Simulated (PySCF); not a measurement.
Structure problem from calculated spectra and properties.

Elements present: C, H and N. Monoisotopic mass: 59.0735 u.

- Couplings: largest of the computed one-bond spin–spin couplings (means over like bonds): 13C–1H +136.9 (×2), 13C–1H +133.6 (×2), 13C–1H +131.2 (×3), 15N–1H -65.7 (×2), 13C–13C +37.1, 13C–13C +33.9, 15N–13C -4.5 Hz [B3LYP/pcJ-1, spin–dipole term left out for some pairs]
- UV, first state: lowest singlet excitation: 6.31 eV (196 nm, f = 0.012) [TDDFT CAM-B3LYP/def2-SVPD]
- Rotational structure: rotational constants A, B, C: 25.140, 3.783, 3.534 GHz [GFN2-xTB]
- Polarisability: 48.3 au [CAM-B3LYP/def2-SVPD]
- 1H NMR: chemical shifts (computed TMS as zero) by class: 2.87 (2 H), 1.49 (2 H), 0.99 (3 H), 0.52 (2 H) ppm [GIAO PBE0/pcSseg-1]
- Dipole: 1.24 D [CAM-B3LYP/def2-SVPD]
- UV, strongest line: among the 8 lowest singlet transitions: S4 at 8.24 eV (150 nm, f = 0.073) [TDDFT CAM-B3LYP/def2-SVPD]
- NMR, other nuclei: isotropic shieldings of nuclei other than C and H, by class: 228 (1 N) ppm [GIAO PBE0/pcSseg-1]
- 13C NMR: chemical shifts (computed TMS as zero) by class: 51.0 (1 C), 30.6 (1 C), 14.0 (1 C) ppm [GIAO PBE0/pcSseg-1]

The electronic properties come from PySCF, for the isolated species, density fitting. Levels stand in brackets. Geometry: GFN2-xTB, one conformer, isolated molecule. NMR values are class means; diastereotopic atoms form classes of their own.

Question: Which formula fits the mass and the elements?

Answer: C3H9N (calculated 59.0735). No other formula that holds each of these elements comes within 0.0003 u with a fitting electron parity and a possible valence count.

Question: Give a SMILES that accounts for the data.

Answer: Numbering: `[CH3:1][CH2:2][CH2:3][NH2:4]`. Its formula, C3H9N, gives 0 degrees of unsaturation, so no ring and no π bond. 3 carbons fall into 3 classes; from least to most shielded: sp3 carbon bound to nitrogen [C3] (51.0 ppm), chain CH2 carbon [C2] (30.6 ppm), methyl carbon [C1] (14.0 ppm). Hydrogen classes from least to most shielded: 2 H on an sp3 carbon bound to nitrogen, C3 (2.87 ppm), 2 H on a chain CH2 carbon, C2 (1.49 ppm), 3 H on a methyl carbon, C1 (0.99 ppm), 2 H on a primary amine nitrogen, N4 (0.52 ppm, a mean of values up to 0.6 ppm apart in this geometry). The other shieldings belong to: 228 ppm, primary amine nitrogen [N4]. The couplings run between: +136.9 Hz, sp3 carbon bound to nitrogen [C3] and its hydrogen (with 1 like pair); +133.6 Hz, chain CH2 carbon [C2] and its hydrogen (with 1 like pair); +131.2 Hz, methyl carbon [C1] and its hydrogen (with 2 like pairs); -65.7 Hz, primary amine nitrogen [N4] and its hydrogen (with 1 like pair); +37.1 Hz, chain CH2 carbon [C2] and sp3 carbon bound to nitrogen [C3]; +33.9 Hz, methyl carbon [C1] and chain CH2 carbon [C2]; -4.5 Hz, primary amine nitrogen [N4] and sp3 carbon bound to nitrogen [C3]. By its constants the optimised geometry is an asymmetric top. Structure: propylamine (`CCCN`). Computed isomers that give other values at the same levels: `CN(C)C` (13C chemical shifts (computed TMS as zero) by class: 48.9 (3 C) ppm); `CC(C)N` (13C chemical shifts (computed TMS as zero) by class: 47.2 (1 C), 27.1 (2 C) ppm); `CCNC` (N-ethylmethylamine) (13C chemical shifts (computed TMS as zero) by class: 51.6 (1 C), 40.3 (1 C), 18.3 (1 C) ppm). The assignments are read from this structure; whether some other isomer fits the data as well wasn't checked.

Conformer computed: `[CH3:1][CH2:2][CH2:3][NH2:4]`: C1–C2–C3–N4 -175°, H–N4–C3–C2 -62°, H–N4–C3–C2 179°.
